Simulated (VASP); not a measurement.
# Al (Fm-3m) in VASP: settings compared, part 2 of 2

VASP 6.6.1.

## Step 5: Relaxation of cell and atoms, RPBE+D3

INCAR reads:

```
SYSTEM = Al
ALGO = Fast
EDIFF = 1E-6
EDIFFG = -0.01
ENCUT = 600
GGA = RP
IBRION = 2
ISIF = 3
ISMEAR = -1
IVDW = 11
LASPH = .TRUE.
LCHARG = .FALSE.
LREAL = .FALSE.
LWAVE = .FALSE.
NELM = 80
NSW = 40
PREC = Accurate
SIGMA = 0.05
```

KPOINTS reads:

```
k-points
0
G
  11 11 11
  0 0 0
```

POSCAR reads:

```
Al
1.0
    0.0000000000      2.0248050000      2.0248050000
    2.0248050000      0.0000000000      2.0248050000
    2.0248050000      2.0248050000      0.0000000000
Al
1
Direct
    0.0000000000      0.0000000000      0.0000000000
```

Potentials or basis: VASP PAW PBE potentials, release 64 (Al).

Run with:

```
$ cat potpaw_PBE.64/Al/POTCAR > POTCAR
$ mpirun -np 1 vasp_std > vasp.out
```

OUTCAR:

```text
SYSTEM = Al
   EDIFF = 1E-6
   EDIFFG = -0.01
   ENCUT = 600
   GGA = RP
   IBRION = 2
   ISIF = 3
   ISMEAR = -1
   IVDW = 11
   LASPH = .TRUE.
   LREAL = .FALSE.
   NELM = 80
   NSW = 40
   PREC = Accurate
 IVDW          = 11

 ion  position               nearest neighbor table
   1  0.000  0.000  0.000-

  LATTYP: Found a face centered cubic cell.
 ALAT       =     4.0496100000

  Lattice vectors:

 A1 = (   0.0000000000,   2.0248050000,   2.0248050000)
 A2 = (   2.0248050000,   0.0000000000,   2.0248050000)
 A3 = (   2.0248050000,   2.0248050000,   0.0000000000)

Analysis of symmetry for initial positions (statically):
=====================================================================
 Subroutine PRICEL returns:
 Original cell was already a primitive cell.

 Routine SETGRP: Setting up the symmetry group for a
 face centered cubic supercell.

 Subroutine GETGRP returns: Found 48 space group operations
 (whereof 48 operations were pure point group operations)
 out of a pool of 48 trial point group operations.

The static configuration has the point symmetry O_h .

Analysis of symmetry for dynamics (positions and initial velocities):
=====================================================================
 Subroutine PRICEL returns:
 Original cell was already a primitive cell.

 Routine SETGRP: Setting up the symmetry group for a
 face centered cubic supercell.

 Subroutine GETGRP returns: Found 48 space group operations
 (whereof 48 operations were pure point group operations)
 out of a pool of 48 trial point group operations.

The dynamic configuration has the point symmetry O_h .

 Subroutine INISYM returns: Found 48 space group operations
 (whereof 48 operations are pure point group operations),
 and found     1 'primitive' translations

----------------------------------------------------------------------------------------

                                     Primitive cell

  volume of cell :      16.6027

  direct lattice vectors                    reciprocal lattice vectors
     0.000000000  2.024805000  2.024805000    -0.246937359  0.246937359  0.246937359
     2.024805000  0.000000000  2.024805000     0.246937359 -0.246937359  0.246937359
     2.024805000  2.024805000  0.000000000     0.246937359  0.246937359 -0.246937359

  length of vectors
     2.863506692  2.863506692  2.863506692     0.427708053  0.427708053  0.427708053

  position of ions in fractional coordinates (direct lattice)
     0.000000000  0.000000000  0.000000000

  ion indices of the primitive-cell ions
   primitive index   ion index
                 1           1

----------------------------------------------------------------------------------------

 KPOINTS: k-points

Automatic generation of k-mesh.
 Grid dimensions read from file:
 generate k-points for:   11   11   11

 Generating k-lattice:

  Cartesian coordinates                     Fractional coordinates (reciprocal lattice)
    -0.022448851  0.022448851  0.022448851     0.090909091  0.000000000  0.000000000
     0.022448851 -0.022448851  0.022448851     0.000000000  0.090909091  0.000000000
     0.022448851  0.022448851 -0.022448851     0.000000000  0.000000000  0.090909091

  Length of vectors
     0.038882550  0.038882550  0.038882550

  Shift w.r.t. Gamma in fractional coordinates (k-lattice)
     0.000000000  0.000000000  0.000000000

 Subroutine IBZKPT returns following result:
 ===========================================

 Found     56 irreducible k-points:

 Following reciprocal coordinates:
            Coordinates               Weight
  0.000000  0.000000  0.000000      1.000000
  0.090909  0.000000  0.000000      8.000000
  0.181818  0.000000  0.000000      8.000000
  0.272727  0.000000  0.000000      8.000000
  0.363636  0.000000  0.000000      8.000000
  0.454545  0.000000  0.000000      8.000000
[... 16 lines left out ...]
 -0.272727  0.181818  0.000000     24.000000
 -0.181818  0.181818  0.000000     12.000000
 [... further k-points ...]
   k-points           NKPTS =     56   k-points in BZ     NKDIM =     56   number of bands    NBANDS=      5
   number of dos      NEDOS =    301   number of ions     NIONS =      1
   total plane-waves  NPLWV =  13824
   dimension x,y,z NGX =    24 NGY =   24 NGZ =   24
   dimension x,y,z NGXF=    48 NGYF=   48 NGZF=   48
   ions per type =               1
   NGX,Y,Z   is equivalent  to a cutoff of  13.93, 13.93, 13.93 a.u.
   NGXF,Y,Z  is equivalent  to a cutoff of  27.87, 27.87, 27.87 a.u.
 SYSTEM =  Al
   PREC   = accura    normal or accurate (medium, high low for compatibility)
   ISTART =      0    job   : 0-new  1-cont  2-samecut
   ICHARG =      2    charge: 1-file 2-atom 10-const
   ISPIN  =      1    spin polarized calculation?
   LNONCOLLINEAR =      F non collinear calculations
   LSORBIT =      F    spin-orbit coupling
   LASPH  =      T    aspherical Exc in radial PAW
   ENCUT  =  600.0 eV  44.10 Ry    6.64 a.u.   5.72  5.72  5.72*2*pi/ulx,y,z
   NELM   =     80;   NELMIN=  2; NELMDL= -5     # of ELM steps
   EDIFF  = 0.1E-05   stopping-criterion for ELM
   LREAL  =      F    real-space projection
   EDIFFG = -.1E-01   stopping-criterion for IOM
   NSW    =     40    number of steps for IOM
   IBRION =      2    ionic relax: 0-MD 1-quasi-New 2-CG
   NFREE  =      1    steps in history (QN), initial steepest desc. (CG)
   ISIF   =      3    stress and relaxation
   ISYM   =      2    0-nonsym 1-usesym 2-fastsym
   POTIM  = 0.5000    time-step for ionic-motion
   TEBEG  =    0.0;   TEEND  =   0.0 temperature during run
   PSTRESS=    0.0 pullay stress
   NELECT =       3.0000    total number of electrons
   NUPDOWN=      -1.0000    fix difference up-down
   EMIN   =  10.00;   EMAX   =-10.00  energy-range for DOS
   EFERMI =   0.00;   METHOD = LEGACY
   ISMEAR =    -1;   SIGMA  =   0.05  broadening in eV -4-tet -1-fermi 0-gaus
   EFERMI_NEDOS =   21; number of points for ismear=-14 and -15
   IALGO  =     68    algorithm
   IMIX   =      4    mixing-type and parameters
     AMIX     =   0.40;   BMIX     =  1.00
     AMIX_MAG =   1.60;   BMIX_MAG =  1.00
  volume/ion in A,a.u.               =      16.60       112.04
  Fermi-wavevector in a.u.,A,eV,Ry     =   0.925526  1.748991 11.654733  0.856599
  Thomas-Fermi vector in A             =   2.051390
   LORBIT       =      0    0 simple, 1 ext, 2 COOP (PROOUT), +10 PAW based schemes
   GGA     = RP    functional components
   LHFCALC =     F    Hartree Fock is set to
   AEXX    =    0.0000 exact exchange contribution
   IVDW    =    11    specifies the selected vdW correction
   LEPSILON=     F    determine dielectric tensor
   LRPA    =     F    only Hartree local field effects (RPA)
 conjugate gradient relaxation of ions
 non-spin polarized calculation
 RMM-DIIS sequential band-by-band and
  energy-cutoff  :      600.00
  volume of cell :       16.60
 maximum number of plane-waves:       564
   NGX = 11   NGY = 11   NGZ = 11

--------------------------------------- Ionic step        1  -------------------------------------------

 number of electron       3.0000000 magnetization

 Free energy of the ion-electron system (eV)
  ---------------------------------------------------
  ext. energy  EPLUGINS =         0.00000000
  ---------------------------------------------------
  free energy    TOTEN  =        -3.51740158 eV

  energy without entropy =       -3.51339741  energy(sigma->0) =       -3.51539949

------------------------ aborting loop because EDIFF is reached ----------------------------------------

 Edisp (eV)   -0.24627

 E8    (eV) :    -0.0625
[... 69 lines left out ...]
--------------------------------------- Ionic step        3  -------------------------------------------

 number of electron       3.0000000 magnetization

 Free energy of the ion-electron system (eV)
  ---------------------------------------------------
  ext. energy  EPLUGINS =         0.00000000
  ---------------------------------------------------
  free energy    TOTEN  =        -3.51127741 eV

  energy without entropy =       -3.50731465  energy(sigma->0) =       -3.50929603

 E-fermi :   8.3402     XC(G=0): -10.2232

 val. band max:        8.3115059067   @ k =  -0.4545   0.3636   0.0000
 cond. band min:       8.3695428110   @ k =   0.4545   0.1818   0.0909
 fundamental gap:      0.0580369043
 Fermi energy:         8.3401567322

 k-point     1 :       0.0000    0.0000    0.0000
  band No.  band energies     occupation
      1      -2.9611      2.00000
      2      21.0622      0.00000
      3      21.0622      0.00000
      4      21.0622      0.00000
      5      22.8586      0.00000
[... 177 lines left out ...]
 k-point    24 :      -0.1818    0.1818    0.0000
  band No.  band energies     occupation
      1      -0.5474      2.00000
      2      12.1840      0.00000
      3      13.7505      0.00000
      4      20.4345      0.00000
      5      22.4604      0.00000

 [... further k-points ...]

------------------------ aborting loop because EDIFF is reached ----------------------------------------

 Edisp (eV)   -0.25591

 E8    (eV) :    -0.0652
[... 24 lines left out ...]
  FREE ENERGIE OF THE ION-ELECTRON SYSTEM (eV)
  ---------------------------------------------------
  free  energy   TOTEN  =        -3.7671883586 eV

  energy  without entropy=       -3.7632255947  energy(sigma->0) =       -3.76520698

 reached required accuracy - stopping structural energy minimisation
```

OSZICAR:

```text
N       E                     dE             d eps       ncg     rms          rms(c)
DAV:   1    -0.830979966671E+00   -0.83098E+00   -0.99840E+02   560   0.395E+02
DAV:   2    -0.351661720624E+01   -0.26856E+01   -0.25408E+01   725   0.332E+01
DAV:   3    -0.353846667750E+01   -0.21849E-01   -0.21846E-01   770   0.389E+00
DAV:   4    -0.353852394963E+01   -0.57272E-04   -0.57272E-04   745   0.200E-01
[... 14 lines left out ...]
       N       E                     dE             d eps       ncg     rms          rms(c)
DAV:   1    -0.351128925106E+01   -0.20128E-02   -0.13972E-03   725   0.238E-01    0.475E-02
RMM:   2    -0.351128288650E+01    0.63646E-05   -0.71220E-06   526   0.270E-02    0.202E-02
RMM:   3    -0.351127788455E+01    0.50019E-05   -0.17753E-06   452   0.121E-02    0.410E-03
RMM:   4    -0.351127741344E+01    0.47111E-06   -0.43327E-07   303   0.629E-03
   3 F= -.37671884E+01 E0= -.37652070E+01  d E =-.351699E-02
```

It took 15 s on 1 thread of AMD EPYC 7R43 (Zen 3), shared host; peak memory 0.1 GiB.

What came out:

- Free energy: -3.7672 eV
- Relaxed volume: 16.13 Å³/atom
- Relaxed cell: a = 2.836 Å, b = 2.836 Å, c = 2.836 Å, α = 60.00°, β = 60.00°, γ = 60.00°
- Space group after relaxing (to 0.05 Å): Fm-3m (No. 225)
- Energy gained by relaxing: 3.5 meV/atom
- Ionic steps: 3
- Pressure after relaxing: 0.0 GPa
- Band gap on the k mesh: none (metal or under the smearing width)
- Dispersion energy per atom: -0.256 eV

The path:
```
step  energy change (eV)  largest force (eV/Å)  pressure (GPa)  volume (Å³)
   1              0.0000                0.0000           -2.30        16.60
   2             -0.0034                0.0000            0.48        16.04
   3             -0.0035                0.0000            0.01        16.13
```

Final structure:
```xyz
1
Lattice="0.0000 2.0052 2.0052 2.0052 0.0000 2.0052 2.0052 2.0052 0.0000" Properties=species:S:1:pos:R:3 pbc="T T T"
Al    0.0000    0.0000    0.0000
```

Levels at points of the mesh, in eV from the Fermi level:
```tsv
k point	band 1	band 2	band 3	band 4	band 5
(0.00, 0.00, 0.00)	-11.30	12.72	12.72	12.72	14.52
```

Caveat: the PAW data sets were made with another functional, which shifts forces and pressure a little; pairwise dispersion overbinds metals, which lowers pressure and volume.

## Step 6: Relaxation of cell and atoms, RPBE+D3(BJ)

INCAR reads:

```
ALGO = Normal
EDIFF = 1E-7
EDIFFG = -0.01
ENCUT = 600
GGA = RP
IBRION = 2
ISIF = 3
ISMEAR = -1
IVDW = 12
LASPH = T
LCHARG = F
LREAL = F
LWAVE = F
NELM = 100
NSW = 60
PREC = Accurate
SIGMA = 0.05
```

KPOINTS reads:

```
k-points
0
Gamma
  11 11 11
```

POSCAR is that of step 5.

Potentials or basis: VASP PAW PBE potentials, release 64 (Al).

Run with:

```
$ cat potpaw_PBE.64/Al/POTCAR > POTCAR
$ mpirun -np 1 vasp_std > vasp.out
```

It took 19 s on 1 thread of AMD EPYC 7R43 (Zen 3), shared host; peak memory 0.11 GiB.

The run converged. Its results:

| Quantity | Value |
| --- | --- |
| Free energy | -5.5034 eV |
| Relaxed volume | 13.48 Å³/atom |
| Relaxed cell | a = 2.671 Å, b = 2.671 Å, c = 2.671 Å, α = 60.00°, β = 60.00°, γ = 60.00° |
| Space group after relaxing (to 0.05 Å) | Fm-3m (No. 225) |
| Energy gained by relaxing | 225.7 meV/atom |
| Ionic steps | 3 |
| Pressure after relaxing | -0.1 GPa |
| Band gap on the k mesh | none (metal or under the smearing width) |
| Dispersion energy per atom | -2.215 eV |

The path:
| step | energy change (eV) | largest force (eV/Å) | pressure (GPa) | volume (Å³) |
| --- | --- | --- | --- | --- |
| 1 | 0.0000 | 0.0000 | -19.31 | 16.60 |
| 2 | -0.1680 | 0.0000 | 16.29 | 12.24 |
| 3 | -0.2257 | 0.0000 | -0.09 | 13.48 |

Final structure:
```
Al
1.0
     0.00000    1.88884    1.88884
     1.88884    0.00000    1.88884
     1.88884    1.88884    0.00000
Al
1
Direct
  0.00000 0.00000 0.00000
```

Levels at points of the mesh, in eV from the Fermi level:
| k point | band 1 | band 2 | band 3 | band 4 |
| --- | --- | --- | --- | --- |
| (0.00, 0.00, 0.00) | -12.62 | 13.78 | 13.78 | 13.78 |

Caveat: the volume moved by over 15 % at a fixed basis, so the end points are rough; the PAW data sets were made with another functional, which shifts forces and pressure a little; the volume moved by -19 % from the deposited cell, more than functionals usually miss; pairwise dispersion overbinds metals, which lowers pressure and volume.

## Step 7: Summary

```csv
task,level,cell,cutoff (eV),smearing,gap on the mesh (eV),pressure (GPa),relaxed volume (Å³/atom)
single point,PBE,as given,520,gaussian 0.026 eV,none,-0.5,-
relaxation of cell and atoms,PBEsol+D4,relaxed,600,fermi-dirac 0.05 eV,none,0.0,15.85
relaxation of cell and atoms,PBEsol+rVV10,relaxed,600,fermi-dirac 0.05 eV,none,0.0,16.19
relaxation of cell and atoms,RPBE+D3,relaxed,600,fermi-dirac 0.05 eV,none,0.0,16.13
relaxation of cell and atoms,RPBE+D3(BJ),relaxed,600,fermi-dirac 0.05 eV,none,-0.1,13.48
```

Alike in all rows: potentials or basis VASP PAW PBE potentials, release 64 (Al); no spin polarisation; k mesh 11 × 11 × 11.

Caveats: the PAW data sets were made with another functional, which shifts forces and pressure a little (some runs); pairwise dispersion overbinds metals, which lowers pressure and volume (some runs); the volume moved by over 15 % at a fixed basis, so the end points are rough (some runs); the volume moved by -19 % from the deposited cell, more than functionals usually miss (some runs).

Absolute energies hang on the potentials; compare differences alone.

## Step 8: How close it comes

Step 3. The cell as given is a measured one (16.60 Å³/atom); PBEsol+D4 puts the equilibrium volume -4.5 % from it, thermal expansion not counted.

Step 4. The cell as given is a measured one (16.60 Å³/atom); PBEsol+rVV10 puts the equilibrium volume -2.5 % from it, thermal expansion not counted.

Step 5. The cell as given is a measured one (16.60 Å³/atom); RPBE+D3 puts the equilibrium volume -2.9 % from it, thermal expansion not counted.

Step 6. The cell as given is a measured one (16.60 Å³/atom); RPBE+D3(BJ) puts the equilibrium volume -18.8 % from it, thermal expansion not counted.
